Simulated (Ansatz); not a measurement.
Crystal: HfC.

```
Hf C
1.0
     0.00000    2.32500    2.32500
     2.32500    0.00000    2.32500
     2.32500    2.32500    0.00000
Hf C
1 1
Direct
  0.50000 0.50000 0.50000
  0.00000 0.00000 0.00000
```

* Program: Ansatz 0.2.0
* Task: relaxation of cell and atoms
* Functional: PBEsol
* Potentials or basis: all-electron LAPW, scalar-relativistic
* Basis error allowed: 0.001 eV/atom
* k mesh: 10 × 10 × 10
* Occupations: fermi-dirac, width 0.05 eV
* Spin: no spin polarisation

At the start: volume 12.57 Å³/atom.

How do energy, volume and symmetry change on relaxing?

Over 5 steps the energy falls by 7.1 meV/atom and the volume is 12.23 Å³/atom (-2.7 %); space group Fm-3m (No. 225, to 0.05 Å).

Step by step:
| step | energy change (eV) | largest force (eV/Å) | volume (Å³) |
| --- | --- | --- | --- |
| 1 | 0.0000 | 0.0000 | 25.14 |
| 2 | -0.0058 | 0.0000 | 23.95 |
| 3 | -0.0141 | 0.0000 | 24.47 |
| 4 | -0.0141 | 0.0000 | 24.45 |
| 5 | -0.0141 | 0.0000 | 24.45 |

Final structure:
```
Hf C
1.0
     0.00000    2.30374    2.30374
     2.30374    0.00000    2.30374
     2.30374    2.30374    0.00000
Hf C
1 1
Direct
  0.50000 0.50000 0.50000
  0.00000 0.00000 0.00000
```
